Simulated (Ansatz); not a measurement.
**Tungsten, diamond: HSE06 after PBE**

Aim: see what exact exchange does to the levels, and what it costs. Spin polarisation is left out. The geometry was relaxed under PBE beforehand and is kept. Exact exchange is dear, so the k-mesh is coarse, and PBE is run on the same mesh for comparison.

Program: Ansatz 0.2.0. Level of theory: DFT, plane waves (420 eV) with PBE-made PAW files, scalar-relativistic; functionals as named at each step. These are calculated values, not measurements.

### 1 The structure to begin with

Symmetry: Fd-3m, No. 227, cubic system. Conventional cell: a = 5.832 Å, b = 5.832 Å, c = 5.832 Å, α = 90.00°, β = 90.00°, γ = 90.00°. Around W (site symmetry -43m) lie 4 W at 2.53 Å.

Structure file:

```xyz
2
Lattice="0.0000 2.9161 2.9161 2.9161 0.0000 2.9161 2.9161 2.9161 0.0000" Properties=species:S:1:pos:R:3 pbc="T T T"
W     0.7290    0.7290    0.7290
W     5.1031    5.1031    5.1031
```

### 2 PBE, coarse mesh

The run with PBE.

The input, input.yaml:

```yaml
crystal:
  lattice:
    - [0.0, 2.9160588243, 2.9160588243]
    - [2.9160588243, 0.0, 2.9160588243]
    - [2.9160588243, 2.9160588243, 0.0]
  atoms:
    - { symbol: W, position: [0.125, 0.125, 0.125] }
    - { symbol: W, position: [0.875, 0.875, 0.875] }
hamiltonian:
  xc: pbe
  pseudopotentials:
    kind: paw
    azcp:
      W: "pseudopotentials/W.paw.azcp"
basis:
  ecutwfc: 420
  fft_grid_basis: typed
kpoints:
  mp_grid: { grid: [5, 5, 5], shift: [0, 0, 0] }
magnetization:
  spin_polarized: false
scf:
  occupations: { method: fermi_dirac, width: 0.1 }
output:
  write_density: true
  write_potential: true
  elf: true
  volumetric_format: npy
```

Launch:

```console
$ ansatz run input.yaml --threads 4 --pin off --max-ram 8192MiB --backend cpu --events-out ev --progress --plain --runs-dir out
```

### 3 HSE06 on the coarse mesh

The run with HSE06.

input.yaml: that of step 2 with these lines changed.

```diff
@@ -9,3 +9,3 @@
 hamiltonian:
-  xc: pbe
+  xc: hse06
   pseudopotentials:
@@ -23,6 +23 @@
   occupations: { method: fermi_dirac, width: 0.1 }
-output:
-  write_density: true
-  write_potential: true
-  elf: true
-  volumetric_format: npy
```

(Steps that only read results are left out.)

**Question.** What will these runs give? Wanted: PBE: gap; HSE06: gap; HSE06: relative to bcc.

As calculated:

| quantity | value |
| --- | --- |
| PBE: gap | none (levels filled in part) |
| HSE06: gap | none (levels filled in part) |
| HSE06: SCF cycles, exchange loops | 18, 2 |
| HSE06: CPU time over that of PBE | 16 |
| HSE06: relative to bcc | +3184 meV/atom |

What this shows: Neither PBE nor HSE06 shows a clean gap on this mesh. HSE06 cost 16 times the CPU time of PBE. The exchange operator of HSE06 was renewed in 2 outer loops. To compare with dense-mesh energies, the change of PBE from this mesh and smearing to its dense run (-10.3 meV/atom, from a run not shown) is added. Under HSE06 it lies 3184 meV/atom above bcc (computed apart in the same way); on such meshes a few tens of meV are uncertain for metals. Absolute energies differ from functional to functional, by eV per atom at times, and say nothing by themselves.
